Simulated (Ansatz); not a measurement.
Runs of Ansatz 0.2.0 on Y. Symmetry: P6_3/mmc, No. 194, hexagonal system. The conventional cell has a = 3.643 Å, b = 3.643 Å, c = 11.844 Å, α = 90.00°, β = 90.00°, γ = 120.00°. Y (site symmetry -6m2) is surrounded by 12 Y at 3.63 to 3.64 Å. Y (site symmetry -3m) has 12 Y at 3.63 to 3.64 Å as nearest neighbours. 

```csv
level,cutoff (eV),gap on the mesh (eV),pressure (GPa),relaxed volume (Å³/atom)
LDA,420,none,0.0,29.46
BLYP,420,none,0.0,(b)
RPBE,420,none,0.0,33.80
PBEsol,420,none,0.0,30.83
r2SCAN,500,none,0.0,33.23
revPBE,420,none,0.0,(a)
```

Alike in all rows: task relaxation of cell and atoms; potentials or basis Ansatz PAW; no spin polarisation; cell relaxed; k mesh 8 × 8 × 3; smearing fermi-dirac 0.05 eV.

Q: Estimate the missing entries.

A: (a) 33.43; (b) 33.33.

Caveats: the plane-wave basis is chosen anew once the cell has moved, so the energies of steps on either side of that aren't comparable; the PAW data sets come from PBE, with cores solved anew for the run's functional, which leaves a small shift of forces and pressure.

A k mesh can miss the band edges, and the runs leave out spin-orbit coupling on Y.

A gap of «none» marks a metal or a gap under the smearing width.

Runs at the PBE level aren't shown here.
